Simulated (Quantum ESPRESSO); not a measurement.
Nb, 1 atom in the cell. Symmetry: Im-3m, No. 229, cubic system. Conventional cell: a = 3.328 Å, b = 3.328 Å, c = 3.328 Å, α = 90.00°, β = 90.00°, γ = 90.00°. Nb (site symmetry m-3m) has 8 Nb at 2.88 Å as nearest neighbours. 

```yaml
Program: Quantum ESPRESSO 7.5
Task: band structure
Functional: AM05
Potentials_or_basis: SG15 PBE 1.2
Cutoff: 952 eV
Density_cutoff: 3810 eV
k_mesh: 11 × 11 × 11
Occupations: fermi-dirac, width 0.05 eV
Spin: no spin polarisation
Mixing_beta: 0.5
Most_SCF_iterations: 120
SCF_threshold: 2e-10 Ry
```

Potentials or basis: SG15 PBE 1.2.

Run with:

```bash
$ OMP_NUM_THREADS=1 pw.x -in pw.in > pw.out
$ OMP_NUM_THREADS=1 pw.x -in bands.in > bands.out
```

Hardware: 1 thread of Intel(R) Xeon(R) Platinum 8259CL CPU @ 2.50GHz (Skylake/Cascade Lake), with other jobs on the host.

Problem. Estimate the wall time of this run.

Solution. It took 22 s on 1 thread of Intel(R) Xeon(R) Platinum 8259CL CPU @ 2.50GHz (Skylake/Cascade Lake), with other jobs on the host, peak memory 0.09 GiB. Counts: scf iterations 8, k pools 1, bands 12, k points 56, g dense 9909.
